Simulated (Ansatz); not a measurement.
**What a trial cell of V relaxes into**

The calculation used DFT PBE, scalar-relativistic, plane waves, PAW (Ansatz). Cutoff 420 eV, Γ-centred k mesh, Gaussian smearing, no spin polarisation in the final step.

V was placed on the black phosphorus structure type (Cmce, No. 64), at a guessed volume.

```yaml
crystal:
  lattice:
    - [1.51189, -4.79601, 0.00000]
    - [1.51189, 4.79601, 0.00000]
    - [0.00000, 0.00000, 4.00124]
  atoms:
    - { symbol: V, position: [0.09800, 0.90200, 0.91000] }
    - { symbol: V, position: [0.59800, 0.40200, 0.59000] }
    - { symbol: V, position: [0.90200, 0.09800, 0.09000] }
    - { symbol: V, position: [0.40200, 0.59800, 0.41000] }
```

Cell and atoms relax at zero pressure; the relaxation can't lower the symmetry of the start. After a coarse first stage the cell is made exact in the group found at 0.06 Å.

Energies count from the standard state of V at the same level.

(1) What does it relax into?

(2) What are its volume, energy, density and gap?

Results:

(1) It ends in Fmmm (No. 69). Conventional cell: a = 2.862 Å, b = 4.364 Å, c = 8.925 Å. V is coordinated by 7 V at 2.43–2.61 Å and 4 V at 2.86–2.98 Å.

```cif
data_structure
_symmetry_space_group_name_H-M 'Fmmm'
_symmetry_Int_Tables_number 69
_cell_length_a 2.8624
_cell_length_b 4.3643
_cell_length_c 8.9253
_cell_angle_alpha 90.000
_cell_angle_beta 90.000
_cell_angle_gamma 90.000
_cell_volume 111.50
loop_
_atom_site_label
_atom_site_type_symbol
_atom_site_symmetry_multiplicity
_atom_site_Wyckoff_symbol
_atom_site_fract_x
_atom_site_fract_y
_atom_site_fract_z
_atom_site_occupancy
V1 V 8 i 0.50000 0.00000 0.36398 1
```

(2) The volume per atom is 13.94 Å³. The density is 6.07 g/cm³ and the energy over the standard structure is 0.26 eV/atom. The gap on the 24×24×24 mesh is 0 eV (a metal).

The final run used a 24×24×24 mesh on its 2-atom cell and 0.10 eV smearing. For metals, differences of a few meV/atom aren't resolved. Symmetry constrained the relaxation, so the result can be a saddle point.